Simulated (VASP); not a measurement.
La: electric field gradients with PBE

La:

```xyz
2
Lattice="3.6864 0.0000 0.0000 -1.8432 3.1925 0.0000 0.0000 0.0000 5.9671" Properties=species:S:1:pos:R:3 pbc="T T T"
La    0.0000    2.1284    1.4918
La    1.8432    1.0642    4.4753
```

This isn't the form of La at room conditions, which is double hcp.

The cell isn't the ideal one: volume scaled by 0.95, crystal datasets.

```yaml
Program: VASP 6.6.1
Task: electric field gradients
Functional: PBE
Potentials_or_basis: VASP PAW PBE potentials, release 64 (La)
Cutoff: 520 eV
k_mesh: 11 × 11 × 6
Occupations: fermi-dirac, width 0.05 eV
Spin: no spin polarisation
Dipole_correction: no
Further_INCAR_settings: ALGO = Normal; EDIFF = 1e-08; NBANDS = 18
```

```
Pressure               : 2.0 GPa
Band gap on the k mesh : none (metal or under the smearing width)
```

Levels at points of the mesh, in eV from the Fermi level:
```tsv
k point	band 9	band 10	band 11	band 12	band 13	band 14
(0.00, 0.00, 0.00)	-3.12	-1.81	1.12	1.36	1.36	1.62
(0.00, 0.00, 0.50)	-1.78	-1.78	0.65	0.65	1.41	1.41
```

Electric field gradients, principal values (V/Å²):
```tsv
atom	Vxx	Vyy	Vzz
1 La	-7.308	-7.308	14.616
2 La	-7.308	-7.308	14.616
```

It took 120 s on 1 thread of Intel(R) Xeon(R) Platinum 8559C (Emerald Rapids), on a shared host, peak memory 0.24 GiB.

Spin-orbit coupling is left out, which matters for the levels of La.
